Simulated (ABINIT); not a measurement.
# BaO (Fm-3m): G0W0 in ABINIT against the k mesh, part 2 of 2

Wanted: the cheapest k mesh that holds the gap of BaO (Fm-3m).

ABINIT 10.8.3; LDA and many-body steps on it, plane waves. Known limits of the many-body steps: not at the basis limit; no spin-orbit coupling; coarse k mesh.

So far. Step 4 (Empty states on the mesh, 6×6×6 mesh, 35 bands): On this mesh the gap is 1.801 eV. Step 5 (Screening, 2×2×2 mesh, 31 bands, screening to 106.1 eV): Local fields lower ε∞ by 8 %. On a Γ-centred mesh this coarse the value itself is usually too large, while a short band sum pulls it down.

The database entry behind the starting cell differs from later determinations by our own check (about 0.7 % short), so it need not match the best structure at ambient conditions.

**8. 4×4×4**

The self-energy is evaluated for the states that the input lists, and the levels follow from it, in one-shot runs by the linearised quasiparticle equation.

This step: G0W0 on LDA, plane waves, norm-conserving pseudopotentials.

File run.abi:

```
acell 3*1.0 Angstrom
rprim 
  -0.000000000000 2.750000000000 2.750000000000
  2.750000000000 -0.000000000000 2.750000000000
  2.750000000000 2.750000000000 -0.000000000000
ntypat 2
znucl 56 8
natom 2
typat 1 2
xred 
  0.000000000000 0.000000000000 0.000000000000
  0.500000000000 0.500000000000 0.500000000000
pp_dirpath "pseudos"
pseudos "Ba.upf, O.upf"
ecut 36
ngkpt 4 4 4
nshiftk 1
shiftk 0 0 0
kptopt 1
chksymbreak 0
istwfk *1
occopt 1
irdwfk 1
optdriver 4
nband 31
gwcalctyp 0
ecutsigx 36
symsigma 1
nkptgw 2
kptgw 
  0.5000000000 0.5000000000 0.0000000000
  0.0000000000 0.0000000000 0.0000000000
bdgw 
  6 10
  6 12
ecuteps 3.9
irdscr 1
ppmodel 1
indata_prefix "in"
outdata_prefix "out"
tmpdata_prefix "tmp"
```

On the command line:

```console
$ OMP_NUM_THREADS=1 mpirun -n 4 abinit run.abi > log
```

Numbers of over 12 decimals in the logs are rounded to 6 here.

The program printed:

```text
.Version 10.8.3 of ABINIT. v10.8.2 released Aug 2026.

 Symmetries : space group Fm -3 m (#225); Bravais cF (face-center cubic)
[... echo of the input left out ...]
== DATASET  1 ==================================================================
-   mpi_nproc: 4, omp_nthreads: 1 (-1 if OMP is not activated)

--- !DatasetInfo
iteration_state: {dtset: 1, }
dimensions: {natom: 2, nkpt: 8, mband: 31, nsppol: 1, nspinor: 1, nspden: 1, mpw: 2914, }
cutoff_energies: {ecut:  36.0, pawecutdg:  -1.0, }
electrons: {nelect:   1.60000000E+01, charge:   0.00000000E+00, occopt:   1.00000000E+00, tsmear:   1.00000000E-02, }

 SIGMA: Calculation of the GW corrections

 Based on a program developped by R.W. Godby, V. Olevano, G. Onida, and L. Reining.
 Incorporated in ABINIT by V. Olevano, G.-M. Rignanese, and M. Torrent.
.Using double precision arithmetic ; gwpc =  8

[... cell and pseudopotentials left out ...]
--------------------------------------------------------------------------------

 ==== K-mesh for the wavefunctions ====
 Number of points in the irreducible wedge :     8
[... list of points left out ...]
 Together with 48 symmetry operations and time-reversal symmetry
 yields    64 points in the full Brillouin Zone.

 ==== Q-mesh for screening function ====
 Number of points in the irreducible wedge :     8
[... list of points left out ...]
 Together with 48 symmetry operations and time-reversal symmetry
 yields    64 points in the full Brillouin Zone.

 vcoul_init : cutoff-mode = AUXILIARY_FUNCTION
 q-points for optical limit:   1
     1)      0.000010    0.000020    0.000030
 setmesh: FFT mesh size selected  =    40x   40x   40
          total number of points  =        64000

 Number of electrons calculated from density =   16.0000; Expected =   16.0000
[...]
number of omega for Sigma on real axis              0
 max omega for Sigma on real axis  [eV]           0.00
 zcut for avoiding poles [eV]                     0.10

 EPSILON^-1 parameters (SCR file):
 dimension of the eps^-1 matrix on file            113
 dimension of the eps^-1 matrix used               113
 number of plane-waves for wavefunctions          2891
 number of bands                                    31
 number of q-points in IBZ                           8
 number of frequencies                               2
 number of real frequencies                          1
 number of imag frequencies                          1

 matrix elements of self-energy operator (all in [eV])

 Perturbative Calculation

--- !SelfEnergy_ee
iteration_state: {dtset: 1, }
kpoint     : [   0.500,    0.500,    0.000, ]
spin       : 1
KS_gap     :    1.801
QP_gap     :    3.112
Delta_QP_KS:    1.310
data: !SigmaeeData |
     Band     E0 <VxcDFT>   SigX SigC(E0)      Z dSigC/dE  Sig(E)    E-E0       E
        6   5.226 -18.429 -23.463   4.811   0.771  -0.297 -18.601  -0.171   5.055
        7   5.226 -18.429 -23.463   4.811   0.771  -0.297 -18.601  -0.171   5.055
        8   5.446 -18.417 -23.293   4.655   0.776  -0.289 -18.588  -0.171   5.275
[...]
--- !SelfEnergy_ee
iteration_state: {dtset: 1, }
kpoint     : [   0.000,    0.000,    0.000, ]
spin       : 1
KS_gap     :    3.878
QP_gap     :    5.223
Delta_QP_KS:    1.345
data: !SigmaeeData |
     Band     E0 <VxcDFT>   SigX SigC(E0)      Z dSigC/dE  Sig(E)    E-E0       E
[...]
11  10.087 -10.115  -4.929  -3.477   0.844  -0.185  -8.672   1.442  11.529
       12  10.087 -10.115  -4.929  -3.477   0.844  -0.185  -8.672   1.442  11.529

== END DATASET(S) ==============================================================
================================================================================

 -outvars: echo values of variables after computation  --------
           etotal      0.0000000000E+00
            nband          31
             nkpt           8
          spgroup         225
 [... the other variables as echoed above ...]

 Calculation completed.
```

The job ended after 2.9 s (4 MPI ranks of Arm Neoverse V2, shared host; peak memory 0.15 GiB; 11 s of CPU time).

Numbers from this step:

* G0W0 gap on the points computed: 3.112 eV
* starting gap on the mesh: 1.801 eV
* k of the valence top: 0.5, 0.5, 0
* k of the conduction bottom: 0.5, 0.5, 0
* Z at the valence top: 0.776
* Z at the conduction bottom: 0.848
* least direct G0W0 gap on the computed points: 3.112 eV

The gap on the mesh goes from 1.80 eV to 3.11 eV, a correction of +1.31 eV.

**9. Screening, 6×6×6 mesh, 31 bands, screening to 106.1 eV**

This step: RPA screening on LDA, plane waves, norm-conserving pseudopotentials.

Changes to run.abi since step 8:

```diff
@@ -15,3 +15,3 @@
 ecut 36
-ngkpt 4 4 4
+ngkpt 6 6 6
 nshiftk 1
@@ -23,17 +23,8 @@
 irdwfk 1
-optdriver 4
+optdriver 3
 nband 31
-gwcalctyp 0
-ecutsigx 36
-symsigma 1
-nkptgw 2
-kptgw 
-  0.5000000000 0.5000000000 0.0000000000
-  0.0000000000 0.0000000000 0.0000000000
-bdgw 
-  6 10
-  6 12
 ecuteps 3.9
-irdscr 1
-ppmodel 1
+inclvkb 2
+awtr 1
+symchi 1
 indata_prefix "in"
```

The program printed:

```text
.Version 10.8.3 of ABINIT. v10.8.2 released Aug 2026.

 Symmetries : space group Fm -3 m (#225); Bravais cF (face-center cubic)
[... echo of the input left out ...]
== DATASET  1 ==================================================================
-   mpi_nproc: 4, omp_nthreads: 1 (-1 if OMP is not activated)

--- !DatasetInfo
iteration_state: {dtset: 1, }
dimensions: {natom: 2, nkpt: 16, mband: 31, nsppol: 1, nspinor: 1, nspden: 1, mpw: 2914, }
cutoff_energies: {ecut:  36.0, pawecutdg:  -1.0, }
[...]
--------------------------------------------------------------------------------
[... chi0 elements left out ...]
 For q-point:  0.000010 0.000020 0.000030
  dielectric constant =   4.1437
  dielectric constant without local fields =   4.6032

  Average fulfillment of the sum rule on Im[epsilon] for q-point    1 :     43.37  [%]
[... wings left out ...]
  q-point number  2        q = ( 0.166667, 0.000000, 0.000000) [r.l.u.]
--------------------------------------------------------------------------------
[... chi0 elements left out ...]
  Average fulfillment of the sum rule on Im[epsilon] for q-point    2 :     77.64  [%]

 [... 14 further q-points ...]
```

It took 18 s on 4 MPI ranks; peak memory 0.67 GiB.

This step gave:

* ε∞ with local fields, on this mesh, along the program's q direction: 4.144
* the same without local fields: 4.603
* plasma frequency: 23.03 eV
* plane waves in the screening matrix: 113

**10. 6×6×6**

This step: G0W0 on LDA, plane waves, norm-conserving pseudopotentials.

Changes to run.abi since step 9:

```diff
@@ -23,8 +23,17 @@
 irdwfk 1
-optdriver 3
+optdriver 4
 nband 31
+gwcalctyp 0
+ecutsigx 36
+symsigma 1
+nkptgw 2
+kptgw 
+  0.5000000000 0.5000000000 0.0000000000
+  0.0000000000 0.0000000000 0.0000000000
+bdgw 
+  6 10
+  6 12
 ecuteps 3.9
-inclvkb 2
-awtr 1
-symchi 1
+irdscr 1
+ppmodel 1
 indata_prefix "in"
```

The program printed:

```text
.Version 10.8.3 of ABINIT. v10.8.2 released Aug 2026.

 Symmetries : space group Fm -3 m (#225); Bravais cF (face-center cubic)
[... echo of the input left out ...]
== DATASET  1 ==================================================================
-   mpi_nproc: 4, omp_nthreads: 1 (-1 if OMP is not activated)

--- !DatasetInfo
iteration_state: {dtset: 1, }
dimensions: {natom: 2, nkpt: 16, mband: 31, nsppol: 1, nspinor: 1, nspden: 1, mpw: 2914, }
cutoff_energies: {ecut:  36.0, pawecutdg:  -1.0, }
[...]
Band     E0 <VxcDFT>   SigX SigC(E0)      Z dSigC/dE  Sig(E)    E-E0       E
[...]
11  10.087 -10.116  -4.950  -3.474   0.844  -0.184  -8.687   1.429  11.516
       12  10.087 -10.116  -4.950  -3.474   0.844  -0.184  -8.687   1.429  11.516

== END DATASET(S) ==============================================================
================================================================================

 -outvars: echo values of variables after computation  --------
           etotal      0.0000000000E+00
            nband          31
             nkpt          16
          spgroup         225
 [... the other variables as echoed above ...]

 Calculation completed.
```

Elapsed: 3.9 s, on 4 MPI ranks; peak memory 0.58 GiB; 15 s of CPU time.

Numbers from this step:

```
G0W0 gap on the points computed              : 3.140 eV
starting gap on the mesh                     : 1.801 eV
k of the valence top                         : 0.5, 0.5, 0
k of the conduction bottom                   : 0.5, 0.5, 0
least direct G0W0 gap on the computed points : 3.140 eV
```

Against the run before, the gap moves by +0.028 eV.

**11. Side by side**

Times are wall times on 4 MPI ranks of Arm Neoverse V2, shared host, good to a factor of about two. A run's time includes the screening step that it read.

```
  run   mesh  bands  screening cutoff (eV)  DFT gap (eV)  gap on the mesh (eV)  direct (eV)  ε∞ used   time
2×2×2  2×2×2     31                  106.1         1.801                 2.658        2.658     6.84  4.4 s
4×4×4  4×4×4     31                  106.1         1.801                 3.112        3.112     4.34  7.2 s
6×6×6  6×6×6     31                  106.1         1.801                 3.140        3.140     4.14   22 s
```

**12. Outcome**

| Property | Result |
| --- | --- |
| 2×2×2 | 2.658 eV |
| 4×4×4 | 3.112 eV |
| 6×6×6 | 3.140 eV |
| known limits | not at the basis limit; no spin-orbit coupling; coarse k mesh |

In words: The setting moved: k mesh. From 2×2×2 to 6×6×6 the gap moves by +0.48 eV, for 5.0 times the time. The last step still moves it by +0.028 eV. Bands and screening cutoff are coupled, so a series along one setting does not show full convergence. Bands and cutoff are finite, so the gap is not at the basis limit. The miss can reach some tenths of an eV and take either sign; the mesh is an error of its own. In the G0W0 runs levels were corrected at 2 k points alone, so a gap called «on the mesh» is the least over those, and an edge elsewhere would be missed. The 2×2×2 mesh is coarse for this cell, which bears on the long-range parts of exchange and screening. The many-body steps are scalar-relativistic: spin-orbit coupling is not in them.

[Paths, hosts, dates, memory and timing lines, banners, echoed tables and standing remarks are left out of the program output.]

[Logs are printed without paths, hosts, clocks, repeated set-up lines and the standing remarks that a program may print on its own settings, such as how far it seeks lower states.]

[Runs of the session that timed out or met a known fault of the program may be left out.]

[Hosts, paths, dates, database ids (printed as entryN), source tags and the programs' standing remarks are cut or masked in the printed files.]

[G0W0 gaps are taken among the corrected bands and points alone; a level outside them can change the order at an edge.]

[Where Ansatz stands beside ABINIT at settings called matched, ABINIT's density can come from a denser mesh and the files from another edition; pairs whose starting gaps differed by over 0.03 eV were left out, so agreement reads better than it is.]
